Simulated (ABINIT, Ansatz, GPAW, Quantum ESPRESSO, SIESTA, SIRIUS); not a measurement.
## Sn: 6 runs at one level of theory

```
CELL_PARAMETERS angstrom
-1.89465 1.89465 1.89465
1.89465 -1.89465 1.89465
1.89465 1.89465 -1.89465
ATOMIC_POSITIONS crystal
Sn 0.00000 0.00000 0.00000
```

This isn't the form of Sn at room conditions, which is tetragonal (white tin).

Alike in all runs: task single point; functional PBEsol; k mesh 10 × 10 × 10; occupations fermi-dirac, width 0.05 eV; no spin polarisation; no spin-orbit coupling. Pressure is positive in compression and, in plane waves, holds the error of the finite cutoff.

```tsv
program and potentials	plane-wave cutoff (eV)	notes	band gap (eV)	pressure (GPa)
SIESTA, files PseudoDojo sr-pbesol-0.4.1-standard, DZP (energy shift 0.003 Ry; two zetas on semicore shells)	-	atomic basis	no gap	-1.19
ABINIT, PseudoDojo NC SR PBEsol v0.4.1 standard	980	-	no gap	-2.09
Quantum ESPRESSO, GBRV 1.5 PBEsol	925	-	no gap	-2.41
Ansatz, all-electron LAPW, scalar-relativistic	-	-	?	?
SIRIUS, PseudoDojo 0.4.1 PBEsol standard (scalar relativistic)	983	-	no gap	-2.09
GPAW, PAW data sets generated for this functional	600	-	no gap	-2.41
```

Task: Estimate from the other rows what the run with Ansatz, all-electron LAPW, scalar-relativistic gave.

Result: No band gap; pressure -2.17 GPa. The other rows, which needn't bracket it: pressure -2.41 to -1.19.
